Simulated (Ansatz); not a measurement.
The system is CdS.

```
Cd S
1.0
     4.26117    0.00000    0.00000
    -2.13058    3.69028    0.00000
     0.00000    0.00000    5.80417
Cd S
1 1
Cartesian
  0.0000 0.0000 2.5695
  2.1306 1.2301 2.5208
```

Measurements of this composition are mostly on another form, of space group No. 186.

Program: Ansatz 0.2.0. Alike in all runs: task band structure; potentials or basis Ansatz PAW; cell as given; smearing fermi-dirac 0.05 eV. Hardware: 2 threads of Arm Neoverse V2, with other jobs on the host.

Q: Order these runs on this cell by their wall time, lowest first.
A. level BLYP; spin off; k mesh 7 × 7 × 5; cutoff (eV) 420
B. level r2SCAN; spin SOC, no magnetisation; k mesh 5 × 5 × 4; cutoff (eV) 500
C. level r2SCAN; spin off; k mesh 7 × 7 × 5; cutoff (eV) 500

A: A (7.4 s), C (21 s), B (76 s).

Runs at the PBE level aren't shown here.
